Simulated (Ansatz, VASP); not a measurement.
## One calculation of MgI2, two programs

Contents of INCAR:

```
SYSTEM = MgI2
  PREC = Accurate
  ENCUT = 520
  EDIFF = 1E-6
  ISMEAR = 0
  SIGMA = 0.05
  LREAL = .FALSE.
  LASPH = .TRUE.
  NELM = 60
  ALGO = Normal
  ISIF = 2
  LWAVE = .FALSE.
  LCHARG = .FALSE.
  GGA = PS
  NBANDS = 15
```

The input KPOINTS:

```
Automatic mesh
0
G
  6 6 4
  0 0 0
```

File POSCAR:

```
MgI2
1.0
    4.0913946196      0.0000000000      0.0000000000
   -2.0456973098      3.5432516774      0.0000000000
    0.0000000000      0.0000000000      6.7590700000
Mg I
1 2
Direct
    0.0000000000      0.0000000000      0.0000000000
    0.3333333333      0.6666666667      0.7576300000
    0.6666666667      0.3333333333      0.2423700000
```

Input for Ansatz:

```yaml
crystal:
  lattice:
    - [4.0913946196, 0.0, 0.0]
    - [-2.0456973098, 3.5432516774, 0.0]
    - [0.0, 0.0, 6.75907]
  atoms:
    - { symbol: Mg, position: [0.0, 0.0, 0.0] }
    - { symbol: I, position: [0.3333333333, 0.6666666667, 0.75763] }
    - { symbol: I, position: [0.6666666667, 0.3333333333, 0.24237] }
basis:
  ecutwfc: 420
kpoints:
  mp_grid: { grid: [6, 6, 4] }
hamiltonian:
  xc: pbesol
scf:
  occupations: { method: gaussian, width: 0.05 }
output:
  forces: true
  stress: true
  eigenvalues: true
```

Change from the starting cell: strain -0.015 along x and y, -0.015 along z, atoms carried along.

Alike in both runs: task single point; functional PBEsol; k mesh 6 × 6 × 4; occupations gaussian, width 0.05 eV; no spin polarisation.

|  | VASP | Ansatz |
| --- | --- | --- |
| version | VASP 6.6.1 | Ansatz 0.2.0 |
| potentials or method | VASP PAW PBE potentials, release 64 (Mg, I) | scalar-relativistic, plane waves, PAW |
| plane-wave cutoff (eV) | 520 | 420 |
| valence electrons in the cell | 16 | 44 |

Ansatz gave:

* gap on the k mesh at the Fermi level (eV): 3.48
* least direct gap on the mesh (eV): 3.76
* pressure (GPa): 1.3
* largest component of the traceless stress (GPa): 0.21
* rms of the force components (eV/Å): 0.092

Problem. Which values does VASP return?

Solution. gap on the k mesh at the Fermi level (eV): 3.46; least direct gap on the mesh (eV): 3.75; pressure (GPa): 1.3; largest component of the traceless stress (GPa): 0.22; rms of the force components (eV/Å): 0.091.

Atom by atom the forces differ by 0.001 eV/Å (rms over components). The two sets of potentials don't hold the same shells in valence.

Caveats: the PAW data sets were made with another functional, which shifts forces and pressure a little (VASP); spin-orbit coupling is left out, which moves the levels of the heavy elements; this functional lacks dispersion, which binds the layers, so the pressure and a relaxed spacing across them are unreliable. A k mesh can miss the band edges.
